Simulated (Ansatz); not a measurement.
# Sc (Fm-3m) in Ansatz: settings compared

One crystal, Sc, is run at these levels: BLYP, r2SCAN+D3(BJ); tasks: single point, relaxation of cell and atoms.

All numbers are computed with Ansatz 0.2.0; they aren't measurements. Logs are shortened: lines on timing, memory, paths and dates and some standing lists are left out, and cuts for length are marked.

**1. The crystal as given**

Symmetry: Fm-3m, No. 225, cubic system. The conventional cell has a = 4.520 Å, b = 4.520 Å, c = 4.520 Å, α = 90.00°, β = 90.00°, γ = 90.00°. Sc (site symmetry m-3m) has 12 Sc at 3.20 Å as nearest neighbours.

This isn't the form of Sc at room conditions, which is hcp.

**2. Single point, BLYP (volume scaled by 0.8)**

Contents of input.yaml:

```yaml
crystal:
  lattice:
    - [0.0, 2.0979981528, 2.0979981528]
    - [2.0979981528, 0.0, 2.0979981528]
    - [2.0979981528, 2.0979981528, 0.0]
  atoms:
    - { symbol: Sc, position: [0.0, 0.0, 0.0] }
hamiltonian:
  xc: blyp
  pseudopotentials: { kind: nc, source: spms }
kpoints:
  mp_grid: { grid: [10, 10, 10] }
scf:
  occupations: { method: tetrahedron_uncorrected }
output:
  forces: true
  stress: true
  eigenvalues: true
  write_density: true
  write_potential: true
  elf: true
  volumetric_format: npy
```

Potentials or basis: SPMS NC.

Started as:

```bash
ansatz run input.yaml --threads 1 --pin off --max-ram 2560MiB --backend cpu --events-out ev --progress --plain --runs-dir out
```

Log:

```text
Warning: RAYON_NUM_THREADS=1 ignored (pool sized by the plan → 1); use --threads N
Engine: ansatz 0.2.0, aarch64-unknown-linux-gnu
Pseudopotentials: kind: nc
Pseudopotential: Sc, nc, valence charge 11, recommended cutoff 544.22772491976 eV (normal), Sc.nc.azcp
Functional definition: BLYP
  parameter beta = 0.0042
  parameter a = 0.04918
  parameter b = 0.132
  parameter c = 0.2533
  parameter d = 0.349
  exchange = b88_x(beta = beta)
  correlation = lyp_c(a = a, b = b, c = c, d = d)
Crystal: 1 atoms, lattice volume = 18.469 Å³
Basis set: ecut = 544.22772491976 eV, 531 PW (Γ), exchange–correlation on 48×48×48 points (8 copies of the dense FFT grid, shifted against one another)
Bands: 10, of which v1, the nominal top of the filled ones, is band 6 counted from 1 (5 counted from 0)
Symmetry: 48 space group operations
Space group: Fm-3m (ITA 225), of the structure as read, at distance tolerance 2.6e-5 Å
k-points: 47 of 1000
Non-local potential: Sc, projectors of the file, l = 0: 2, l = 1: 2, l = 2: 2
Initial density: superposition of atomic densities (chi_scale 0.1, normalization cell)
Initial wavefunctions: pseudopotential atomic-orbital guess
Functional: x = b88, c = lyp
SCF iter   1: F=—  HF=-1310.051895 eV  |F-HF|=—  |Δ(HF+E_count)|=         —  Δρ=1.57e-2  dr2=3.95e-2  ethr=3.10e-3  ⟨swp⟩=6.0  Hψ=2881  notcnv=0
preconditioner: auto → none  [metal: no gap  n_scr=0 (ndim 8)  ℏωp=15.0 eV  f_vac=0.000]
SCF iter   2: F=—  HF=-1310.041167 eV  |F-HF|=—  |Δ(HF+E_count)|=   1.07e-2  Δρ=3.96e-3  dr2=1.44e-3  ethr=3.59e-4  ⟨swp⟩=4.0  Hψ=1438  notcnv=0  defer=13
SCF iter   3: F=—  HF=-1310.042938 eV  |F-HF|=—  |Δ(HF+E_count)|=   1.77e-3  Δρ=1.77e-3  dr2=2.38e-4  ethr=1.31e-5  ⟨swp⟩=3.8  Hψ=959  notcnv=0  defer=13
SCF iter   4: F=—  HF=-1310.043502 eV  |F-HF|=—  |Δ(HF+E_count)|=   5.64e-4  Δρ=7.68e-5  dr2=4.44e-7  ethr=2.17e-6  ⟨swp⟩=3.8  Hψ=963  notcnv=0  defer=13
SCF iter   5: F=—  HF=-1310.043510 eV  |F-HF|=—  |Δ(HF+E_count)|=   7.84e-6  Δρ=1.03e-5  dr2=1.48e-8  ethr=9.09e-10  ⟨swp⟩=12.9  Hψ=3108  notcnv=0
SCF iter   6: F=-1310.043510 eV  HF=-1310.043510 eV  |F-HF|=8.71e-11  |Δ(HF+E_count)|=   1.76e-8  Δρ=2.39e-6  dr2=4.98e-10  ethr=1.35e-10  ⟨swp⟩=6.9  Hψ=3243  notcnv=0
SCF 1 converged in 6 iterations: F = -1310.043510 eV  dr2 = 4.98e-10
SCF converged after 6 iterations
Free energy (F): -1310.043510 eV
Harris-Foulkes:  -1310.043510 eV  (|F-HF|=8.71e-11)
Internal energy: -1310.043510 eV  (E = F + TS)
E sigma→0 (E₀):  -1310.043510 eV
Fermi energy:    13.542060 eV
--- Per-component energies (eV) ---
  E_band       = -116.786036
  E_kinetic    = 463.601287
  E_local      = -939.787987  (includes V_loc(G=0)·N_el)
  E_nonlocal   = 94.251434
  E_hartree    = 243.647348
  E_xc         = -219.840191
  E_vxc        = -222.145965  (∫ρ·V_xc dr)
  E_ewald      = -951.915400
  E_smearing   = -0.000000  (= −TS)
  E_closure    = 0.000000  (closes the sum)
  Σ components = -1310.043510   (vs F -1310.043510, Δ=0.00e0)
--- Forces (eV/Å), atoms counted from 1 ---
  atom   1  Sc    -0.00000000    -0.00000000    -0.00000000
  max |Σ_I F_I| component: 2.71e-31 eV/Å
--- Stress (GPa, compression-positive) ---
       24.353431       0.000000       0.000000
        0.000000      24.353431       0.000000
       -0.000000      -0.000000      24.353431
  P = ⅓ Tr σ = 24.3534 GPa (243.534 kbar)
--- Band table (eV; the first three rows and the last of 47) ---
  k-point 0: bands = ["-35.3427", "-13.4074", "-13.4074", "-13.4074", "8.1238", "15.4211", "15.4211", "15.4211", "17.3913", "17.3913"]
  k-point 1: bands = ["-35.3245", "-13.5086", "-13.4193", "-13.4193", "8.4545", "15.1708", "15.5467", "15.5467", "17.2972", "17.2972"]
  k-point 2: bands = ["-35.2766", "-13.7677", "-13.4504", "-13.4504", "9.3514", "14.6384", "15.7279", "15.7279", "17.2680", "17.2680"]
  k-point 46: bands = ["-35.0856", "-14.1403", "-13.9595", "-13.7693", "12.3702", "13.3865", "14.5427", "16.9896", "19.0383", "22.0942"]
```

rho_z.tsv:

```text
# z_ang	rho[e/angstrom^3]
# format = ansatz-planar-average/11
# lattice	0.000000000	2.097998153	2.097998153
# lattice	2.097998153	0.000000000	2.097998153
# lattice	2.097998153	2.097998153	0.000000000
# sites	1
# site	21	0.000000000	0.000000000	0.000000000
0.000000	1.225023e0
0.123626	1.209324e0
0.247251	1.148949e0
0.370877	1.024068e0
0.494503	8.415952e-1
0.618129	6.398068e-1
[... 16 lines left out ...]
2.719766	1.148949e0
2.843392	1.209324e0
```

Wall time 0.92 s (1 thread of Arm Neoverse V1, shared host); peak memory 0.23 GiB.

What came out:

| Property | Result |
| --- | --- |
| Free energy | -1310.0435 eV |
| Pressure | 24.4 GPa |
| Band gap on the k mesh | none (metal or under the smearing width) |

Caveat: the potentials were made for another functional, which shifts forces and pressure.

**3. Relaxation of cell and atoms, r2SCAN+D3(BJ), collinear spin, random start**

Contents of input.yaml:

```yaml
crystal:
  lattice:
    - [0.0, 2.26, 2.26]
    - [2.26, 0.0, 2.26]
    - [2.26, 2.26, 0.0]
  atoms:
    - { symbol: Sc, position: [0.0, 0.0, 0.0], spin: 0.6 }
hamiltonian:
  xc: r2scan
  pseudopotentials: { kind: nc, accuracy: standard }
  dispersion: d3bj
magnetization:
  spin_polarized: true
kpoints:
  mp_grid: { grid: [10, 10, 10] }
scf:
  occupations: { method: fermi_dirac, width: 0.01 }
  mixing: { algorithm: anderson, beta: 0.2 }
  eigensolver: { kind: davidson }
output:
  forces: true
  stress: true
relax:
  f_tol: 0.01
  max_steps: 40
  cell: { stress_tol: 0.05 }
```

Potentials or basis: PseudoDojo standard (PBE files).

Started as:

```bash
ansatz run input.yaml --threads 1 --pin off --max-ram 2560MiB --backend cpu --events-out ev --progress --plain --runs-dir out
```

Log:

```text
Warning: hamiltonian.xc reads the kinetic-energy density τ on the library's norm-conserving files, and those of Sc were made for PBE. This build holds files of Sc that were made for r²SCAN, which a deck under this functional can read where it names no table (hamiltonian.pseudopotentials.accuracy or source), types no xc_functional and has no exact exchange, max_exx_coeff or level of output.embedding that keeps them out. To compare such runs, type hamiltonian.pseudopotentials: {kind: paw, frozen_core: stored} on both or, where PAW refuses one, {kind: nc, accuracy: standard}
Warning: the engine holds no damping parameters fitted to this dispersion correction and functional, so the run takes those fitted to r2scan beside the three-body term, which d3bj leaves out (hamiltonian.dispersion, under Limitations)
Warning: RAYON_NUM_THREADS=1 ignored (pool sized by the plan → 1); use --threads N
[... 2 set-up lines as earlier in the session ...]
Pseudopotential: Sc, nc, valence charge 11, recommended cutoff 1061.244064 eV (normal), Sc.nc.azcp (PseudoDojo's, or run here from an input of PseudoDojo's; its table is named by hamiltonian.pseudopotentials.accuracy)
Functional definition: r2SCAN
  parameter k0 = 0.174
  parameter k1 = 0.065
  parameter a1 = 4.9479
  exchange = r2scan_x(k0 = k0, k1 = k1, a1 = a1)
  correlation = r2scan_c
Crystal: 1 atoms, lattice volume = 23.086 Å³
Basis set: ecut = 1061.244064 eV, 1837 PW (Γ), exchange–correlation on 144×144×144 points (64 copies of the dense FFT grid, shifted against one another)
Bands: 10, of which v1, the nominal top of the filled ones, is band 6 counted from 1 (5 counted from 0)
[... 1 set-up line as earlier in the session ...]
Space group: Fm-3m (ITA 225), of the structure as read, at distance tolerance 2.8e-5 Å
Magnetic group: BNS 225.116 (UNI 1618), of the structure as read, at distance tolerance 2.8e-5 Å
k-points: 47 of 1000
[... 2 set-up lines as earlier in the session ...]
Starting moments: Σ|m| = 0.6 μB on 1 of 1 site
[... 1 set-up line as earlier in the session ...]
Functional: x = r2scan, c = r2scan; τ floored in thin density (d = 2e-4 eV/Å³)
iter 1 solved again at ethr=1.82e-3 eV; its pass at ethr=1.00e-1 eV (dr2=2.00e-1 eV) is discarded
[... 90 lines left out ...]
Magnetization: 0.3196 μB (5.6598 up, 5.3402 down)
Absolute magnetization: 0.3202 μB (∫|ρ↑−ρ↓|)
Spin contamination: 0.0036 ħ² per cell (⟨S²⟩ above its minimum at these occupations)
Per-site moments (μB) at R_I (Å): [(0.21089410564960578, 1.3488187175160349)]
Free energy (F): -1325.302257 eV
Harris-Foulkes:  -1325.302257 eV  (|F-HF|=1.84e-11)
Internal energy: -1325.301872 eV  (E = F + TS)
E sigma→0 (E₀):  -1325.302065 eV
Entropy (-TS):   -0.000385 eV (-0.385 meV/atom)
Fermi energy:    9.351777 eV
--- Per-component energies (eV) ---
  E_band       = -182.479113
  E_kinetic    = 480.059146
  E_local      = -1065.633701  (includes V_loc(G=0)·N_el)
  E_nonlocal   = 67.616650
  E_hartree    = 284.885816
  E_xc         = -228.294262
  E_vxc        = -250.921082  (∫ρ·V_xc dr)
  E_vtau       = 16.628295  (kinetic-family band-sum trace: ∫τ·v_τ [+ j·A + Jᵃ·Aᵃ] dr)
  E_ewald      = -863.751513
  E_disp       = -0.184009  (pairwise vdW)
  E_smearing   = -0.000385  (= −TS)
  E_closure    = -0.000000  (closes the sum)
  Σ components = -1325.302257   (vs F -1325.302257, Δ=0.00e0)
--- Forces (eV/Å), atoms counted from 1 ---
  atom   1  Sc    -0.00000000     0.00000000    -0.00000000
  max |Σ_I F_I| component: 2.05e-33 eV/Å
--- Stress (GPa, compression-positive) ---
        0.032520       0.000000       0.000000
        0.000000       0.032520       0.000000
        0.000000       0.000000       0.032520
  P = ⅓ Tr σ = 0.0325 GPa (0.325 kbar)
--- Relaxed structure (3 steps of the walk, 3 accepted, 1 SCFs on fresh bases) ---
  F+E_penalty+E_count = -1325.30225712 eV   max|allowed force component| = 0.000e0 eV/Å   (the final SCF, on the basis selected at the relaxed cell)
  cell:  # Å, volume = 24.7214 Å³
    - [7.1653669212594255e-34, 2.312142695144074, 2.312142695144074]
    - [2.312142695144074, -1.3247967285528534e-33, 2.312142695144074]
    - [2.312142695144074, 2.312142695144074, 8.184441327838543e-34]
  atoms:
    - { symbol: Sc, position: [0.0, 0.0, 0.0] }
```

It took 55 s on 1 thread of Arm Neoverse V1, shared host; peak memory 0.47 GiB.

Results:

| Quantity | Value |
| --- | --- |
| Free energy | -1325.3023 eV |
| Relaxed volume | 24.72 Å³/atom |
| Relaxed cell | a = 3.270 Å, b = 3.270 Å, c = 3.270 Å, α = 60.00°, β = 60.00°, γ = 60.00° |
| Space group after relaxing (to 0.05 Å) | Fm-3m (No. 225) |
| Energy gained by relaxing | 20.8 meV/atom |
| Ionic steps | 4 |
| Pressure after relaxing | 0.0 GPa |
| Net moment | 0.32 μB per cell |
| Absolute moment | 0.32 μB per cell |
| Site moments | Sc +0.21 μB |

Step by step:
| step | energy change (eV) | largest force (eV/Å) | volume (Å³) |
| --- | --- | --- | --- |
| 1 | 0.0000 | 0.0000 | 23.09 |
| 2 | -0.0187 | 0.0000 | 25.15 |
| 3 | -0.0202 | 0.0000 | 24.72 |
| 4 | -0.0208 | 0.0000 | 24.72 |

Final structure:
```
CELL_PARAMETERS angstrom
0.00000 2.31214 2.31214
2.31214 0.00000 2.31214
2.31214 2.31214 0.00000
ATOMIC_POSITIONS crystal
Sc 0.00000 0.00000 0.00000
```

Caveat: the meta-GGA runs on potentials made for a GGA; the magnetic or orbital state may not be the lowest; the plane-wave basis is chosen anew once the cell has moved, so the energies of steps on either side of that aren't comparable; the potentials were made for another functional, which shifts forces and pressure; the dispersion damping was fitted for another functional or another form of the correction.

**4. For comparison**

An earlier run on the cell as given: functional PBE; potentials or basis Ansatz PAW; cutoff 420 eV (not typed: the program's choice for these potentials); k mesh 10 × 10 × 10; occupations fermi-dirac, width 0.05 eV; no spin polarisation.

* Pressure: 3.8 GPa
* Band gap on the k mesh: none (metal or under the smearing width)

**5. Overview**

| task | level | potentials or basis | spin | cell | cutoff (eV) | smearing | other keys | gap on the mesh (eV) | pressure (GPa) |
| --- | --- | --- | --- | --- | --- | --- | --- | --- | --- |
| single point | BLYP | SPMS NC | off | volume scaled by 0.8 | 544 | tetrahedron uncorrected | scf.occupations.width = left out; … | none | 24.4 |
| relaxation of cell and atoms | r2SCAN+D3(BJ) | PseudoDojo standard (PBE files) | collinear, random start | relaxed | 1061 | fermi-dirac 0.01 eV | scf.mixing.algorithm = anderson; scf.mixing.beta = 0.2; … | - | 0.0 |
| single point | PBE | Ansatz PAW | off | as given | 420 | fermi-dirac 0.05 eV | - | none | 3.8 |

Alike in all rows: k mesh 10 × 10 × 10.

Caveats: the potentials were made for another functional, which shifts forces and pressure (some runs); the meta-GGA runs on potentials made for a GGA (some runs); the magnetic or orbital state may not be the lowest (some runs); the plane-wave basis is chosen anew once the cell has moved, so the energies of steps on either side of that aren't comparable (some runs); the dispersion damping was fitted for another functional or another form of the correction (some runs).

Absolute energies hang on the potentials; compare differences alone.
